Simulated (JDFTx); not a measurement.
# Al (Pm-3m) in JDFTx: a series of runs

Aim: see how the results for Al move with the level of theory and the settings. Levels: LDA, PBE. Tasks: relaxation of cell and atoms.

Everything below comes from runs of JDFTx 1.7.0 (patched build). Logs are shortened: lines on timing, memory, paths and dates and some standing lists are left out, and cuts for length are marked. The log counts tension as positive stress, the text compression.

### Step 1. The crystal as given

The structure is cubic, space group Pm-3m (No. 221). The conventional cell has a = 2.722 Å, b = 2.722 Å, c = 2.722 Å, α = 90.00°, β = 90.00°, γ = 90.00°. Al (site symmetry m-3m) has 6 Al at 2.72 Å as nearest neighbours.

The cell was built by a generator and needn't be a form met in nature.

### Step 2. Relaxation of cell and atoms, LDA

Al.in

```
lattice \
    2.7217600000     0.0000000000     0.0000000000 \
    0.0000000000     2.7217600000     0.0000000000 \
    0.0000000000     0.0000000000     2.7217600000
latt-scale 1.889726124626 1.889726124626 1.889726124626
coords-type Lattice
ion Al     0.0000000000     0.0000000000     0.0000000000 1

ion-species pseudo/Al.upf
elec-cutoff 40
elec-ex-corr lda-PW
kpoint-folding 5 5 5
elec-smearing Fermi 0.0018374661
elec-n-bands 11
electronic-SCF nIterations 100 energyDiffThreshold 1e-09
electronic-minimize nIterations 30 energyDiffThreshold 1e-7
forces-output-coords Cartesian
lattice-minimize nIterations 40 energyDiffThreshold 1e-6

dump-name run.$VAR
dump End Ecomponents EigStats BandEigs Kpoints Forces Stress ElecDensity KEdensity
```

Potentials or basis: SG15-PBE-1.2 with smoothed tails.

Command:

```sh
$ jdftx -c 1 -i Al.in -o Al.out
```

Standard output:

```text
*************** JDFTx 1.7.0 (patched build) ***************

Input parsed successfully to the following command list (including defaults):
[... the input with its defaults ...]

---------- Setting up symmetries ----------

Found 48 point-group symmetries of the bravais lattice
Found 48 space-group symmetries with basis
Applied RMS atom displacement 0 bohrs to make symmetries exact.

---------- Initializing the Grid ----------
R =
[      5.14338            0            0  ]
[            0      5.14338            0  ]
[            0            0      5.14338  ]
unit cell volume = 136.065
G =
[    1.22161          0          0  ]
[          0    1.22161          0  ]
[          0          0    1.22161  ]
Minimum fftbox size, Smin = [  32  32  32  ]
Chosen fftbox size, S = [  32  32  32  ]

---------- Exchange Correlation functional ----------
Initalized Slater LDA exchange.
Initalized Perdew-Wang LDA correlation.

---------- Setting up pseudopotentials ----------
Width of ionic core gaussian charges (only for fluid interactions / plotting) set to 0

Reading pseudopotential file 'pseudo/Al.upf':
  'Al' pseudopotential, 'PBE' functional
  WARNING: this pseudopotential is for another kind of functional than that of the calculation, 'lda-PW'.
  Generated using ONCVPSP code by D. R. Hamann
  11 valence electrons, 0 orbitals, 4 projectors, 602 radial grid points, with lMax = 1
  Core radius for overlap checks: 2.11 bohrs.

Initialized 1 species with 1 total atoms.

Folded 1 k-points by 5x5x5 to 125 k-points.

---------- Setting up k-points, bands, fillings ----------
Reduced to 10 k-points under symmetry.
Computing the number of bands and number of electrons
Calculating initial fillings.
nElectrons:  11.000000   nBands: 11   nStates: 10

----- Setting up reduced wavefunction bases (one per k-point) -----
average nbasis = 1643.624 , ideal nbasis = 1644.107

---------- Setting up ewald sum ----------
Optimum gaussian width for ewald sums = 2.051912 bohr.
Real space sum over 1331 unit cells with max indices [  5  5  5  ]
Reciprocal space sum over 1331 terms with max indices [  5  5  5  ]

---------- Allocating electronic variables ----------
Initializing wave functions:  (No orbitals for LCAO)  bandwidth-limited random numbers

--------- Lattice Minimization ---------

Setting the auxilliary hamiltonian equal to the subspace hamiltonian.

-------- Electronic minimization -----------
Will mix electronic density at each iteration.
	FillingsUpdate:  mu: +0.885720547  nElectrons: 11.000000
	FillingsUpdate:  mu: -0.151278082  nElectrons: 11.000000
SCF: Cycle:  0   F: -64.576250838096229   dF: -3.362e+01   |Residual|: 2.827e+00   |deigs|: 3.152e+00
	FillingsUpdate:  mu: -0.179377723  nElectrons: 11.000000
SCF: Cycle:  1   F: -66.853390390691374   dF: -2.277e+00   |Residual|: 2.572e+00   |deigs|: 4.418e-01
	FillingsUpdate:  mu: +0.219804946  nElectrons: 11.000000
SCF: Cycle:  2   F: -68.906976820642754   dF: -2.054e+00   |Residual|: 4.619e-01   |deigs|: 1.392e+00
	FillingsUpdate:  mu: +0.296814850  nElectrons: 11.000000
SCF: Cycle:  3   F: -68.982993176330467   dF: -7.602e-02   |Residual|: 4.911e-01   |deigs|: 4.671e-01
	FillingsUpdate:  mu: +0.294423083  nElectrons: 11.000000
SCF: Cycle:  4   F: -69.004849268848673   dF: -2.186e-02   |Residual|: 2.547e-01   |deigs|: 5.252e-02
	FillingsUpdate:  mu: +0.279714260  nElectrons: 11.000000
SCF: Cycle:  5   F: -69.019447677013048   dF: -1.460e-02   |Residual|: 1.154e-01   |deigs|: 1.369e-01
	FillingsUpdate:  mu: +0.279670197  nElectrons: 11.000000
SCF: Cycle:  6   F: -69.018999588739433   dF: +4.481e-04   |Residual|: 1.225e-01   |deigs|: 5.919e-04
	FillingsUpdate:  mu: +0.283646031  nElectrons: 11.000000
SCF: Cycle:  7   F: -69.020951752164606   dF: -1.952e-03   |Residual|: 2.356e-02   |deigs|: 3.655e-02
	FillingsUpdate:  mu: +0.283902650  nElectrons: 11.000000
SCF: Cycle:  8   F: -69.020934348938511   dF: +1.740e-05   |Residual|: 2.029e-02   |deigs|: 3.387e-03
[... 56 lines left out ...]
# Energy components:
   Eewald =      -33.3742529043545773
       EH =       19.1436248453104092
     Eloc =      -61.4713122416598097
      Enl =      -15.0614552827068877
      Exc =       -7.6056804737450436
       KE =       29.3483326444656214
-------------------------------------
     Etot =      -69.0207434126902797
       TS =        0.0002135857650464
-------------------------------------
        F =      -69.0209569984553326

LatticeMinimize: Iter:   0  F: -69.020956998455333  |grad|_K:  5.369e-03

-------- Electronic minimization -----------
Will mix electronic density at each iteration.
	FillingsUpdate:  mu: +0.283344468  nElectrons: 11.000000
	FillingsUpdate:  mu: +0.284202586  nElectrons: 11.000000
SCF: Cycle:  0   F: -69.020981418905421   dF: -3.271e-05   |Residual|: 5.327e-03   |deigs|: 2.909e-06
	FillingsUpdate:  mu: +0.284120642  nElectrons: 11.000000
SCF: Cycle:  1   F: -69.020984443317545   dF: -3.024e-06   |Residual|: 2.234e-03   |deigs|: 9.626e-04
	FillingsUpdate:  mu: +0.284056813  nElectrons: 11.000000
SCF: Cycle:  2   F: -69.020985379786211   dF: -9.365e-07   |Residual|: 2.549e-04   |deigs|: 7.203e-04
	FillingsUpdate:  mu: +0.284057962  nElectrons: 11.000000
SCF: Cycle:  3   F: -69.020985398809188   dF: -1.902e-08   |Residual|: 1.030e-04   |deigs|: 3.423e-05
	FillingsUpdate:  mu: +0.284051549  nElectrons: 11.000000
SCF: Cycle:  4   F: -69.020985400257587   dF: -1.448e-09   |Residual|: 7.845e-05   |deigs|: 4.264e-05
	FillingsUpdate:  mu: +0.284052881  nElectrons: 11.000000
SCF: Cycle:  5   F: -69.020985401016873   dF: -7.593e-10   |Residual|: 1.681e-05   |deigs|: 1.840e-05
	FillingsUpdate:  mu: +0.284053065  nElectrons: 11.000000
SCF: Cycle:  6   F: -69.020985401095587   dF: -7.871e-11   |Residual|: 2.385e-06   |deigs|: 4.255e-06
SCF: Converged (|Delta E|<1.000000e-09 for 2 iters).
[... 152 lines left out ...]
-------- Electronic minimization -----------
Will mix electronic density at each iteration.
	FillingsUpdate:  mu: +0.308479794  nElectrons: 11.000000
	FillingsUpdate:  mu: +0.307704265  nElectrons: 11.000000
SCF: Cycle:  0   F: -69.021448926072893   dF: -2.413e-05   |Residual|: 4.574e-03   |deigs|: 4.070e-06
	FillingsUpdate:  mu: +0.307775489  nElectrons: 11.000000
SCF: Cycle:  1   F: -69.021451152057764   dF: -2.226e-06   |Residual|: 1.915e-03   |deigs|: 8.225e-04
	FillingsUpdate:  mu: +0.307830618  nElectrons: 11.000000
[... 3 further cycles ...]
SCF: Cycle:  5   F: -69.021451851729566   dF: -5.094e-10   |Residual|: 1.369e-05   |deigs|: 1.496e-05
	FillingsUpdate:  mu: +0.307833571  nElectrons: 11.000000
SCF: Cycle:  6   F: -69.021451851781677   dF: -5.211e-11   |Residual|: 1.758e-06   |deigs|: 3.538e-06
SCF: Converged (|Delta E|<1.000000e-09 for 2 iters).

Setting wave functions to eigenvectors of Hamiltonian
# Lattice vectors:
R =
[      5.04023            0            0  ]
[            0      5.04023            0  ]
[            0            0      5.04023  ]
unit cell volume = 128.041
[... 77 lines left out ...]
# Energy components:
   Eewald =      -34.0573064195168058
       EH =       18.7535262527952824
     Eloc =      -60.4221008805602295
      Enl =      -15.0790902768148651
      Exc =       -7.6220898319778234
       KE =       29.4058238512426655
-------------------------------------
     Etot =      -69.0212373048317716
       TS =        0.0002145469502671
-------------------------------------
        F =      -69.0214518517820323

LatticeMinimize: Iter:   4  F: -69.021451851782032  |grad|_K:  1.520e-07  alpha:  4.668e-01  linmin:  1.000e+00
LatticeMinimize: Converged (|Delta F|<1.000000e-06 for 2 iters).

Dumping 'run.eigStats' ...
	eMin: -3.452913 at state 0 ( [ +0.000000 +0.000000 +0.000000 ] spin 0 )
	HOMO: +0.306198 at state 5 ( [ +0.000000 +0.400000 +0.400000 ] spin 0 )
	mu  : +0.307834
	LUMO: +0.332878 at state 8 ( [ +0.200000 +0.400000 +0.400000 ] spin 0 )
	eMax: +1.025749 at state 1 ( [ +0.000000 +0.000000 +0.200000 ] spin 0 )
	HOMO-LUMO gap: +0.026680
	Optical gap  : +0.050499 at state 5 ( [ +0.000000 +0.400000 +0.400000 ] spin 0 )
Done!
[note: the HOMO, LUMO and gaps printed at the end count levels as full or empty at half filling, so they show a gap where a level is partly filled]
```

It took 15 s on 1 thread of Arm Neoverse V2, shared host; peak memory 0.05 GiB.

Results:

```yaml
Free_energy: -1878.1694 eV
Relaxed_volume: 18.97 Å³/atom
Relaxed_cell: a = 2.667 Å, b = 2.667 Å, c = 2.667 Å, α = 90.00°, β = 90.00°, γ = 90.00°
Space_group_after_relaxing_to_0.05_Å: Pm-3m (No. 221)
Energy_gained_by_relaxing: 13.5 meV/atom
Ionic_steps: 5
Pressure_after_relaxing: 0.0 GPa
Band_gap_on_the_k_mesh: none (metal or under the smearing width)
```

Step by step:
```tsv
step	energy change (eV)	largest force (eV/Å)	pressure (GPa)	volume (Å³)
1	0.0000	0.0000	-3.45	20.16
2	-0.0050	0.0000	-2.80	19.91
3	-0.0135	0.0000	0.10	18.94
4	-0.0135	0.0000	0.00	18.97
5	-0.0135	0.0000	0.00	18.97
```

Final structure:
```
CELL_PARAMETERS angstrom
2.66717 0.00000 0.00000
0.00000 2.66717 0.00000
0.00000 0.00000 2.66717
ATOMIC_POSITIONS crystal
Al 0.00000 0.00000 0.00000
```

Levels at points of the mesh, in eV from the Fermi level:
| k point | band 5 | band 6 | band 7 | band 8 | band 9 |
| --- | --- | --- | --- | --- | --- |
| (0.00, 0.00, 0.00) | -9.80 | 8.40 | 8.40 | 9.64 | 9.64 |

Caveat: the k mesh is coarse (spacing up to 0.46 Å⁻¹), so the values aren't converged; the potentials were made for another functional, which shifts forces and pressure.

### Step 3. Relaxation of cell and atoms, PBE

Al.in: that of step 2 with these lines changed.

```diff
@@ -10,3 +10,3 @@
 elec-cutoff 40
-elec-ex-corr lda-PW
+elec-ex-corr gga-PBE
 kpoint-folding 5 5 5
```

Potentials or basis: SG15-PBE-1.2 with smoothed tails.

Command:

```sh
$ jdftx -c 1 -i Al.in -o Al.out
```

Wall time 11 s (1 thread of Arm Neoverse V2, shared host); peak memory 0.05 GiB.

Results (log left out):

```
Free energy                            : -1882.8715 eV
Relaxed volume                         : 20.11 Å³/atom
Relaxed cell                           : a = 2.719 Å, b = 2.719 Å, c = 2.719 Å, α = 90.00°, β = 90.00°, γ = 90.00°
Space group after relaxing (to 0.05 Å) : Pm-3m (No. 221)
Energy gained by relaxing              : 0.0 meV/atom
Ionic steps                            : 3
Pressure after relaxing                : 0.0 GPa
Band gap on the k mesh                 : none (metal or under the smearing width)
```

Final structure:
```yaml
crystal:
  lattice:
    - [2.71923, 0.00000, 0.00000]
    - [0.00000, 2.71923, 0.00000]
    - [0.00000, 0.00000, 2.71923]
  atoms:
    - { symbol: Al, position: [0.00000, 0.00000, 0.00000] }
```

Levels at points of the mesh, in eV from the Fermi level:
| k point | band 5 | band 6 | band 7 | band 8 | band 9 | band 10 |
| --- | --- | --- | --- | --- | --- | --- |
| (0.00, 0.00, 0.00) | -9.43 | 8.23 | 8.23 | 9.29 | 9.29 | 9.29 |

Caveat: the k mesh is coarse (spacing up to 0.46 Å⁻¹), so the values aren't converged.
